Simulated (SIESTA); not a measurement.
Crystal: W2C.

```
CELL_PARAMETERS angstrom
3.07005 0.00000 0.00000
-1.53502 2.65874 0.00000
0.00000 0.00000 4.67843
ATOMIC_POSITIONS crystal
W 0.66667 0.33333 0.25367
W 0.33333 0.66667 0.74633
C 0.00000 0.00000 0.00000
```

The cell comes from a database or a generator and needn't be the stable form of this composition.

* Program: SIESTA 5.4.2
* Task: single point
* Functional: PBE
* Potentials or basis: PseudoDojo 0.4 standard (PBE files)
* Basis: DZP (energy shift 0.002 Ry)
* Grid cutoff: 800 Ry
* Energy shift: 0.002 Ry
* k mesh: 10 × 10 × 6
* Occupations: fermi-dirac, width 0.05 eV
* Spin: no spin polarisation

On this cell: pressure 2.0 GPa; largest force 0.477 eV/Å; band gap on the k mesh none (metal or under the smearing width).

The same run follows on a disturbed copy (atoms moved at random, drawn with an rms of 0.05 Å):

```
CELL_PARAMETERS angstrom
3.07005 0.00000 0.00000
-1.53502 2.65874 0.00000
0.00000 0.00000 4.67843
ATOMIC_POSITIONS crystal
W 0.67577 0.34560 0.24777
W 0.31756 0.65626 0.74355
C 0.99988 0.00368 0.99864
```

Problem. What does the disturbed cell give?

Solution. The energy (extrapolated to zero smearing) moves by +8.1 meV/atom; pressure 2.9 GPa; largest force 0.921 eV/Å; band gap on the k mesh none (metal or under the smearing width).

Forces in eV/Å, atoms in the order of the input:
```
W   -0.158 -0.291  0.859
W    0.232  0.410 -0.628
C   -0.076 -0.118 -0.232
```

Stress tensor (GPa, compression positive):
```
 1.88 -0.61 -1.39
-0.61  3.75 -2.25
-1.39 -2.25  3.14
```

Caveats: semicore shells carry a single zeta, which can move pressures by several GPa and volumes by a few percent; the basis of atomic orbitals isn't converged, which shifts pressures, moduli and gaps.
